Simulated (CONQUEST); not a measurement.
**Ca under changes of volume**

One of the cells (43.632 Å³/atom); the others are scaled copies at fixed shape and fractional positions:

```
Ca
1.0
     3.95160    0.00000    0.00000
     0.00000    3.95160    0.00000
     0.00000    0.00000    5.58840
Ca
2
Cartesian
  0.0000 0.0000 0.0000
  1.9758 1.9758 2.7942
```

- Program: CONQUEST 1.3
- Functional: PBE
- Potentials or basis: PseudoDojo NC PBE, DZP, grid of 40 × 40 × 60 points
- k mesh: 7 × 7 × 5
- Occupations: fermi-dirac, width 0.05 eV
- Spin: no spin polarisation

```tsv
volume (Å³/atom)	energy over the lowest point (meV/atom)	pressure (GPa)
41.014	5.84	1.0
41.886	?	?
42.759	0.00	0.1
43.632	0.29	-0.2
44.504	2.46	-0.6
45.377	6.37	-0.9
46.250	11.92	-1.1
```

Q: What does the run at 41.886 Å³/atom give?

A: Energy over the lowest point 1.81 meV/atom; pressure 0.5 GPa.

Worked out: A Birch-Murnaghan fit of order 3 (a polynomial in V^(-2/3)) to the other rows has its minimum at 43.07 Å³/atom with B0 = V·E''(V) = 18.2 GPa and B' = 3.1. It gives 1.80 meV/atom at 41.886 Å³/atom, against the run's 1.81, and -dE/dV = 0.5 GPa, against 0.5.

Energies are extrapolated to zero smearing.

Caveats: the basis of atomic orbitals isn't converged, which shifts pressures, moduli and gaps; the real-space grid breaks the cell's symmetry a little.
